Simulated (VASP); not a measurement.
# BAs (F-43m) in VASP: settings compared

One crystal, BAs, is run at these levels: r2SCAN, PBE; tasks: electric field gradients.

All numbers are computed with VASP 6.6.1; they aren't measurements. Logs are shortened: lines on timing, memory, paths and dates and some standing lists are left out, and cuts for length are marked.

## Step 1: The structure

It takes space group F-43m (No. 216, cubic). The conventional cell has a = 4.777 Å, b = 4.777 Å, c = 4.777 Å, α = 90.00°, β = 90.00°, γ = 90.00°. B (site symmetry -43m) is surrounded by 4 As at 2.07 Å. As (site symmetry -43m) has 4 B at 2.07 Å as nearest neighbours.

## Step 2: Electric field gradients, r2SCAN

File POSCAR:

```
BAs
1.0
    0.0000000000      2.3885000000      2.3885000000
    2.3885000000      0.0000000000      2.3885000000
    2.3885000000      2.3885000000      0.0000000000
B As
1 1
Direct
    0.0000000000      0.0000000000      0.0000000000
    0.7500000000      0.7500000000      0.7500000000
```

File INCAR.step1:

```
SYSTEM = BAs
PREC     = Accurate       ! precision mode
ENCUT    = 520            ! plane-wave cutoff, eV
ISMEAR   = -1             ! smearing method
SIGMA    = 0.05           ! smearing width, eV
LREAL    = .False.        ! projectors in reciprocal space
LASPH    = .True.         ! aspherical terms in the spheres
NELM     = 100            ! most SCF steps
NBANDS   = 11             ! bands
GGA      = PE             ! functional
ALGO     = Normal         ! electronic algorithm
EDIFF    = 1E-4           ! SCF threshold, eV
LWAVE    = .True.         ! write WAVECAR
LCHARG   = .False.        ! write CHGCAR
```

File INCAR.step2:

```
SYSTEM = BAs
PREC     = Accurate       ! precision mode
ENCUT    = 520            ! plane-wave cutoff, eV
EDIFF    = 1E-8           ! SCF threshold, eV
ISMEAR   = -1             ! smearing method
SIGMA    = 0.05           ! smearing width, eV
LREAL    = .False.        ! projectors in reciprocal space
LASPH    = .True.         ! aspherical terms in the spheres
NELM     = 100            ! most SCF steps
ALGO     = Normal         ! electronic algorithm
ISIF     = 2              ! what is computed and relaxed
LWAVE    = .False.        ! write WAVECAR
LCHARG   = .False.        ! write CHGCAR
METAGGA  = R2SCAN         ! meta-GGA
LMIXTAU  = .True.       
LEFG     = .True.       
NBANDS   = 11             ! bands
ISTART   = 1
```

File KPOINTS:

```
Automatic mesh
0
Gamma
  13 13 13
  0 0 0
```

Potentials or basis: VASP PAW PBE potentials, release 64 (B, As).

Launch:

```
$ cat potpaw_PBE.64/B/POTCAR potpaw_PBE.64/As/POTCAR > POTCAR
$ cp INCAR.step1 INCAR
$ mpirun -np 1 vasp_std > vasp.out
$ cp INCAR.step2 INCAR
$ mpirun -np 1 vasp_std > vasp.out
```

OUTCAR:

```text
SYSTEM = BAs
   PREC = Accurate
   ENCUT = 520
   EDIFF = 1E-8
   ISMEAR = -1
   LREAL = .False.
   LASPH = .True.
   NELM = 100
   ISIF = 2
   METAGGA = R2SCAN
   ISTART = 1

 ion  position               nearest neighbor table
   1  0.000  0.000  0.000-   2 2.07   2 2.07   2 2.07   2 2.07
   2  0.750  0.750  0.750-   1 2.07   1 2.07   1 2.07   1 2.07

  LATTYP: Found a face centered cubic cell.
 ALAT       =     4.7770000000

  Lattice vectors:

 A1 = (   0.0000000000,   2.3885000000,   2.3885000000)
 A2 = (   2.3885000000,   0.0000000000,   2.3885000000)
 A3 = (   2.3885000000,   2.3885000000,   0.0000000000)

Analysis of symmetry for initial positions (statically):
=====================================================================
 Subroutine PRICEL returns:
 Original cell was already a primitive cell.

 Routine SETGRP: Setting up the symmetry group for a
 face centered cubic supercell.

 Subroutine GETGRP returns: Found 24 space group operations
 (whereof 24 operations were pure point group operations)
 out of a pool of 48 trial point group operations.

The static configuration has the point symmetry T_d .

Analysis of symmetry for dynamics (positions and initial velocities):
=====================================================================
 Subroutine PRICEL returns:
 Original cell was already a primitive cell.

 Routine SETGRP: Setting up the symmetry group for a
 face centered cubic supercell.

 Subroutine GETGRP returns: Found 24 space group operations
 (whereof 24 operations were pure point group operations)
 out of a pool of 48 trial point group operations.

The dynamic configuration has the point symmetry T_d .

 Subroutine INISYM returns: Found 24 space group operations
 (whereof 24 operations are pure point group operations),
 and found     1 'primitive' translations

----------------------------------------------------------------------------------------

                                     Primitive cell

  volume of cell :      27.2525

  direct lattice vectors                    reciprocal lattice vectors
     0.000000000  2.388500000  2.388500000    -0.209336404  0.209336404  0.209336404
     2.388500000  0.000000000  2.388500000     0.209336404 -0.209336404  0.209336404
     2.388500000  2.388500000  0.000000000     0.209336404  0.209336404 -0.209336404

  length of vectors
     3.377849094  3.377849094  3.377849094     0.362581287  0.362581287  0.362581287

  position of ions in fractional coordinates (direct lattice)
     0.000000000  0.000000000  0.000000000
     0.750000000  0.750000000  0.750000000

  ion indices of the primitive-cell ions
   primitive index   ion index
                 1           1
                 2           2

----------------------------------------------------------------------------------------

 KPOINTS: Automatic mesh

Automatic generation of k-mesh.
 Grid dimensions read from file:
 generate k-points for:   13   13   13

 Generating k-lattice:

  Cartesian coordinates                     Fractional coordinates (reciprocal lattice)
    -0.016102800  0.016102800  0.016102800     0.076923077  0.000000000  0.000000000
     0.016102800 -0.016102800  0.016102800     0.000000000  0.076923077  0.000000000
     0.016102800  0.016102800 -0.016102800     0.000000000  0.000000000  0.076923077

  Length of vectors
     0.027890868  0.027890868  0.027890868

  Shift w.r.t. Gamma in fractional coordinates (k-lattice)
     0.000000000  0.000000000  0.000000000

 Subroutine IBZKPT returns following result:
 ===========================================

 Found     84 irreducible k-points:

 Following reciprocal coordinates:
            Coordinates               Weight
  0.000000  0.000000  0.000000      1.000000
  0.076923  0.000000  0.000000      8.000000
  0.153846  0.000000  0.000000      8.000000
  0.230769  0.000000  0.000000      8.000000
  0.307692  0.000000  0.000000      8.000000
  0.384615  0.000000  0.000000      8.000000
[... 16 lines left out ...]
  0.384615  0.153846  0.000000     24.000000
  0.461538  0.153846  0.000000     24.000000
 [... further k-points ...]
   k-points           NKPTS =     84   k-points in BZ     NKDIM =     84   number of bands    NBANDS=     11
   number of dos      NEDOS =    301   number of ions     NIONS =      2
   total plane-waves  NPLWV =  21952
   dimension x,y,z NGX =    28 NGY =   28 NGZ =   28
   dimension x,y,z NGXF=    56 NGYF=   56 NGZF=   56
   ions per type =               1   1
   NGX,Y,Z   is equivalent  to a cutoff of  13.78, 13.78, 13.78 a.u.
   NGXF,Y,Z  is equivalent  to a cutoff of  27.56, 27.56, 27.56 a.u.
 SYSTEM =  BAs
   PREC   = accura    normal or accurate (medium, high low for compatibility)
   ISTART =      1    job   : 0-new  1-cont  2-samecut
   ICHARG =      0    charge: 1-file 2-atom 10-const
   ISPIN  =      1    spin polarized calculation?
   LNONCOLLINEAR =      F non collinear calculations
   LSORBIT =      F    spin-orbit coupling
   LASPH  =      T    aspherical Exc in radial PAW
   ENCUT  =  520.0 eV  38.22 Ry    6.18 a.u.   6.28  6.28  6.28*2*pi/ulx,y,z
   NELM   =    100;   NELMIN=  2; NELMDL=  0     # of ELM steps
   EDIFF  = 0.1E-07   stopping-criterion for ELM
   LREAL  =      F    real-space projection
   EDIFFG = 0.1E-06   stopping-criterion for IOM
   NSW    =      0    number of steps for IOM
   IBRION =     -1    ionic relax: 0-MD 1-quasi-New 2-CG
   NFREE  =      0    steps in history (QN), initial steepest desc. (CG)
   ISIF   =      2    stress and relaxation
   ISYM   =      2    0-nonsym 1-usesym 2-fastsym
   POTIM  = 0.5000    time-step for ionic-motion
   TEBEG  =    0.0;   TEEND  =   0.0 temperature during run
   PSTRESS=    0.0 pullay stress
   NELECT =       8.0000    total number of electrons
   NUPDOWN=      -1.0000    fix difference up-down
   EMIN   =  10.00;   EMAX   =-10.00  energy-range for DOS
   EFERMI =   0.00;   METHOD = LEGACY
   ISMEAR =    -1;   SIGMA  =   0.05  broadening in eV -4-tet -1-fermi 0-gaus
   EFERMI_NEDOS =   21; number of points for ismear=-14 and -15
   IALGO  =     38    algorithm
   IMIX   =      4    mixing-type and parameters
     AMIX     =   0.40;   BMIX     =  1.00
     AMIX_MAG =   1.60;   BMIX_MAG =  1.00
  volume/ion in A,a.u.               =      13.63        91.95
  Fermi-wavevector in a.u.,A,eV,Ry     =   1.088018  2.056057 16.106360  1.183784
  Thomas-Fermi vector in A             =   2.224191
   LORBIT       =      0    0 simple, 1 ext, 2 COOP (PROOUT), +10 PAW based schemes
   METAGGA = R2SCAN    functional components
   LHFCALC =     F    Hartree Fock is set to
   AEXX    =    0.0000 exact exchange contribution
   IVDW    =     0    specifies the selected vdW correction
   LEPSILON=     F    determine dielectric tensor
   LRPA    =     F    only Hartree local field effects (RPA)
 non-spin polarized calculation
  energy-cutoff  :      520.00
  volume of cell :       27.25
 maximum number of plane-waves:       748
 NGX is ok and might be reduce to    28
   NGX = 13   NGY = 13   NGZ = 13

 number of electron       8.0000000 magnetization

 Free energy of the ion-electron system (eV)
  ---------------------------------------------------
  ext. energy  EPLUGINS =         0.00000000
  ---------------------------------------------------
  free energy    TOTEN  =       -22.25601575 eV

  energy without entropy =      -22.25601574  energy(sigma->0) =      -22.25601574

 E-fermi :   6.6939     XC(G=0): -11.1334

 val. band max:        6.0236143788   @ k =   0.0000   0.0000   0.0000
 cond. band min:       7.3972901055   @ k =   0.3846   0.3846   0.0000
 fundamental gap:      1.3736757267
 Fermi energy:         6.6938557135

 k-point     1 :       0.0000    0.0000    0.0000
  band No.  band energies     occupation
      1     -10.1347      2.00000
      2       6.0236      2.00000
      3       6.0236      2.00000
      4       6.0236      2.00000
      5       9.4691      0.00000
      6       9.4691      0.00000
      7       9.4691      0.00000
      8      11.1759      0.00000
      9      16.4026      0.00000
     10      19.4644      0.00000
     11      19.4644      0.00000

 k-point     2 :       0.0769    0.0000    0.0000
  band No.  band energies     occupation
      1     -10.0325      2.00000
      2       5.0658      2.00000
      3       5.8216      2.00000
      4       5.8216      2.00000
      5       9.6780      0.00000
      6       9.7348      0.00000
      7       9.7348      0.00000
      8      11.7089      0.00000
      9      16.8049      0.00000
     10      18.7291      0.00000
     11      18.7291      0.00000

 k-point     3 :       0.1538    0.0000    0.0000
  band No.  band energies     occupation
      1      -9.7286      2.00000
      2       3.2353      2.00000
      3       5.3778      2.00000
      4       5.3778      2.00000
      5       9.6420      0.00000
      6      10.3151      0.00000
      7      10.3151      0.00000
      8      12.9830      0.00000
      9      17.7121      0.00000
     10      17.9299      0.00000
     11      17.9299      0.00000
[... 267 lines left out ...]
 k-point    23 :       0.3846    0.1538    0.0000
  band No.  band energies     occupation
      1      -7.9814      2.00000
      2      -0.9019      2.00000
      3       3.0387      2.00000
      4       3.3430      2.00000
      5       9.2828      0.00000
      6      11.7560      0.00000
      7      12.9182      0.00000
      8      13.3673      0.00000
      9      18.3742      0.00000
     10      20.2704      0.00000
     11      21.0077      0.00000

 k-point    24 :       0.4615    0.1538    0.0000
  band No.  band energies     occupation
      1      -7.2508      2.00000
      2      -2.2404      2.00000
      3       2.5654      2.00000
      4       3.3203      2.00000
      5       9.3782      0.00000
      6      11.7561      0.00000
      7      12.6907      0.00000
      8      14.5062      0.00000
      9      18.5242      0.00000
     10      21.0049      0.00000
     11      21.8723      0.00000

 [... further k-points ...]

------------------------ aborting loop because EDIFF is reached ----------------------------------------

  FORCE on cell =-STRESS in cart. coord.  units (eV):
  Direction    XX          YY          ZZ          XY          YZ          ZX
  --------------------------------------------------------------------------------------
  -------------------------------------------------------------------------------------
  Total        0.1474009      0.1474009      0.1474009      0.0000000      0.0000000      0.0000000
  in kB        8.6657286      8.6657286      8.6657286      0.0000000      0.0000000      0.0000000
  external PRESSURE =       8.6657286 kB  Pullay stress =       0.0000000 kB

 VOLUME and BASIS-vectors are now :
 -----------------------------------------------------------------------------
  energy-cutoff  :      520.00
  volume of cell :       27.25
      direct lattice vectors                 reciprocal lattice vectors
     0.000000000  2.388500000  2.388500000    -0.209336404  0.209336404  0.209336404
     2.388500000  0.000000000  2.388500000     0.209336404 -0.209336404  0.209336404
     2.388500000  2.388500000  0.000000000     0.209336404  0.209336404 -0.209336404

 POSITION                                       TOTAL-FORCE (eV/Angst)
 -----------------------------------------------------------------------------------
      0.00000      0.00000      0.00000         0.000000      0.000000      0.000000
      3.58275      3.58275      3.58275        -0.000000     -0.000000     -0.000000
 -----------------------------------------------------------------------------------
    total drift:                                0.000000      0.000000      0.000000

  FREE ENERGIE OF THE ION-ELECTRON SYSTEM (eV)
  ---------------------------------------------------
  free  energy   TOTEN  =       -22.2560157470 eV

  energy  without entropy=      -22.2560157395  energy(sigma->0) =      -22.25601574

 Electric field gradients (V/A^2)
---------------------------------------------------------------------
 ion       V_xx      V_yy      V_zz      V_xy      V_xz      V_yz
---------------------------------------------------------------------
   1      -0.000     0.000    -0.000    -0.000    -0.000    -0.000
   2       0.000    -0.000     0.000     0.000     0.000     0.000
---------------------------------------------------------------------

 Electric field gradients after diagonalization (V/A^2)
 (convention: |V_zz| > |V_xx| > |V_yy|)
----------------------------------------------------------------------
 ion       V_xx      V_yy      V_zz     asymmetry (V_yy - V_xx)/ V_zz
----------------------------------------------------------------------
   1       0.000     0.000    -0.000       0.000
   2      -0.000    -0.000     0.000       0.000
----------------------------------------------------------------------

           NMR quadrupolar parameters

 Cq : quadrupolar parameter    Cq=e*Q*V_zz/h
 eta: asymmetry parameters     (V_yy - V_xx)/ V_zz
 Q  : nuclear electric quadrupole moment in mb (millibarn)
----------------------------------------------------------------------
 ion       Cq(MHz)       eta       Q (mb)
----------------------------------------------------------------------
   1      -0.000       0.000       1.000
   2       0.000       0.000       1.000
----------------------------------------------------------------------
```

Wall time 62 s (1 thread of Intel Xeon 6975P-C (Granite Rapids), shared host); peak memory 0.18 GiB.

Results:

| Item | Value |
| --- | --- |
| Free energy | -22.2560 eV |
| Pressure | 0.9 GPa |
| Band gap on the k mesh | 1.37 eV, indirect (least direct gap 3.45 eV) |

Electric field gradients, principal values (V/Å²):
| atom | Vxx | Vyy | Vzz |
| --- | --- | --- | --- |
| 1 B | 0.000 | 0.000 | 0.000 |
| 2 As | 0.000 | 0.000 | 0.000 |

Caveat: the PAW data sets were made with another functional, which shifts forces and pressure a little; an odd mesh through Γ misses points on the zone boundary, where band edges often lie. r2SCAN opens gaps a little over a GGA but as a rule still falls short of measured ones.

## Step 3: Electric field gradients, PBE, non-collinear spin, zero start, spin-orbit coupling

File INCAR:

```
  PREC = Accurate
  ENCUT = 520
  EDIFF = 1E-8
  ISMEAR = -1
  SIGMA = 0.05
  LREAL = F
  LASPH = T
  NELM = 150
  ALGO = Normal
  ISIF = 2
  LWAVE = F
  LCHARG = F
  MAGMOM = 0 0 0 0 0 0
  LORBIT = 11
  LSORBIT = T
  GGA_COMPAT = F
  LORBMOM = T
  GGA = PE
  LEFG = T
  NBANDS = 20
```

File KPOINTS:

```
Automatic mesh
0
Gamma
  13 13 13
```

POSCAR is that of step 2.

Potentials or basis: VASP PAW PBE potentials, release 64 (B, As).

Launch:

```
$ cat potpaw_PBE.64/B/POTCAR potpaw_PBE.64/As/POTCAR > POTCAR
$ mpirun -np 1 vasp_ncl > vasp.out
```

OUTCAR:

```text
PREC = Accurate
   ENCUT = 520
   EDIFF = 1E-8
   ISMEAR = -1
   LREAL = F
   LASPH = T
   NELM = 150
   ISIF = 2
   LORBIT = 11
   LSORBIT = T
   GGA = PE

 ion  position               nearest neighbor table
   1  0.000  0.000  0.000-   2 2.07   2 2.07   2 2.07   2 2.07
   2  0.750  0.750  0.750-   1 2.07   1 2.07   1 2.07   1 2.07

  LATTYP: Found a face centered cubic cell.
 ALAT       =     4.7770000000

  Lattice vectors:

 A1 = (   0.0000000000,   2.3885000000,   2.3885000000)
 A2 = (   2.3885000000,   0.0000000000,   2.3885000000)
 A3 = (   2.3885000000,   2.3885000000,   0.0000000000)

Analysis of symmetry for initial positions (statically):
=====================================================================
 Subroutine PRICEL returns:
 Original cell was already a primitive cell.

 Routine SETGRP: Setting up the symmetry group for a
 face centered cubic supercell.

[... 848 lines left out ...]
 l=   3
     0.0000000     0.0000000     0.0000000     0.0000000     0.0000000     0.0000000     0.0000000
     0.0000000     0.0000000     0.0000000     0.0000000     0.0000000     0.0000000     0.0000000
     0.0000000     0.0000000     0.0000000     0.0000000     0.0000000     0.0000000     0.0000000
     0.0000000     0.0000000     0.0000000     0.0000000     0.0000000     0.0000000     0.0000000
     0.0000000     0.0000000     0.0000000     0.0000000     0.0000000     0.0000000     0.0000000
     0.0000000     0.0000000     0.0000000     0.0000000     0.0000000     0.0000000     0.0000000
     0.0000000     0.0000000     0.0000000     0.0000000     0.0000000     0.0000000     0.0000000

 Ion:    2  E_soc:     -0.0212453
 l=   1
     0.0000000    -0.0035151    -0.0035151
    -0.0035151     0.0000000    -0.0035151
    -0.0035151    -0.0035151     0.0000000
 l=   2
     0.0000000    -0.0000130     0.0000000    -0.0000130    -0.0000128
    -0.0000130     0.0000000    -0.0000096    -0.0000130    -0.0000032
     0.0000000    -0.0000096     0.0000000    -0.0000096     0.0000000
    -0.0000130    -0.0000130    -0.0000096     0.0000000    -0.0000032
    -0.0000128    -0.0000032     0.0000000    -0.0000032     0.0000000
 l=   3
     0.0000000     0.0000000     0.0000000     0.0000000     0.0000000     0.0000000     0.0000000
     0.0000000     0.0000000     0.0000000     0.0000000     0.0000000     0.0000000     0.0000000
     0.0000000     0.0000000     0.0000000     0.0000000     0.0000000     0.0000000     0.0000000
     0.0000000     0.0000000     0.0000000     0.0000000     0.0000000     0.0000000     0.0000000
     0.0000000     0.0000000     0.0000000     0.0000000     0.0000000     0.0000000     0.0000000
     0.0000000     0.0000000     0.0000000     0.0000000     0.0000000     0.0000000     0.0000000
     0.0000000     0.0000000     0.0000000     0.0000000     0.0000000     0.0000000     0.0000000

 total charge

# of ion       s       p       d       tot
------------------------------------------
    1        0.660   1.180   0.000   1.840
    2        1.172   1.662   0.089   2.924
--------------------------------------------------
tot          1.832   2.842   0.089   4.764

 magnetization (x)

# of ion       s       p       d       tot
------------------------------------------
    1        0.000  -0.000   0.000   0.000
    2       -0.000  -0.000  -0.000  -0.000
--------------------------------------------------
tot          0.000  -0.000  -0.000   0.000

 magnetization (y)

# of ion       s       p       d       tot
------------------------------------------
    1        0.000   0.000   0.000   0.000
    2        0.000  -0.000   0.000  -0.000
--------------------------------------------------
tot          0.000  -0.000   0.000  -0.000

 magnetization (z)

# of ion       s       p       d       tot
------------------------------------------
    1        0.000   0.000   0.000   0.000
    2       -0.000  -0.000  -0.000  -0.000
--------------------------------------------------
tot          0.000   0.000  -0.000   0.000
```

Run time: 92 s. Hardware: 1 thread of Intel Xeon 6975P-C (Granite Rapids), shared host; peak memory 0.32 GiB.

Results:

* Free energy: -11.4173 eV
* Pressure: 3.4 GPa
* Net moment: 0.00 μB per cell
* Valence electrons inside the program's atomic spheres: B 1.84; As 2.92

Moments on the atoms (μB; x, y, z):
```
B   0.00 0.00 0.00
As  0.00 0.00 0.00
```

Electric field gradients, principal values (V/Å²):
| atom | Vxx | Vyy | Vzz |
| --- | --- | --- | --- |
| 1 B | 0.000 | 0.000 | 0.000 |
| 2 As | 0.000 | 0.000 | 0.000 |
